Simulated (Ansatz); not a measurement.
MgB2 under changes of volume

One of the cells (9.679 Å³/atom); the others are scaled copies at fixed shape and fractional positions:

```
CELL_PARAMETERS angstrom
3.08500 0.00000 0.00000
-1.54250 2.67169 0.00000
0.00000 0.00000 3.52300
ATOMIC_POSITIONS crystal
Mg 0.00000 0.00000 0.00000
B 0.66667 0.33333 0.50000
B 0.33333 0.66667 0.50000
```

```yaml
Program: Ansatz 0.2.0
Functional: PBEsol
Potentials_or_basis: all-electron LAPW, scalar-relativistic
Cutoff: 297 eV (chosen from the basis error)
Basis_error_allowed: 0.001 eV/atom
k_mesh: 10 × 10 × 8
Occupations: fermi-dirac, width 0.05 eV
Spin: no spin polarisation
```

| volume (Å³/atom) | energy over the lowest point (meV/atom) | pressure (GPa) |
| --- | --- | --- |
| 9.098 | 8.12 | 6.9 |
| 9.292 | 1.96 | 3.3 |
| 9.485 | 0.00 | 0.0 |
| 9.679 | ? | ? |
| 9.873 | 7.26 | -5.8 |
| 10.066 | 15.82 | -8.3 |
| 10.260 | 27.28 | -10.6 |

Q: What does the run at 9.679 Å³/atom give?

A: Energy over the lowest point 1.88 meV/atom; pressure -3.1 GPa.

Worked out: A Birch-Murnaghan fit of order 3 (a polynomial in V^(-2/3)) to the other rows has its minimum at 9.48 Å³/atom with B0 = V·E''(V) = 155 GPa and B' = 3.6 at fixed shape and positions, which overstates the stiffness. It gives 1.88 meV/atom at 9.679 Å³/atom, against the run's 1.88, and -dE/dV = -3.0 GPa, against -3.1.

Energies are extrapolated to zero smearing.
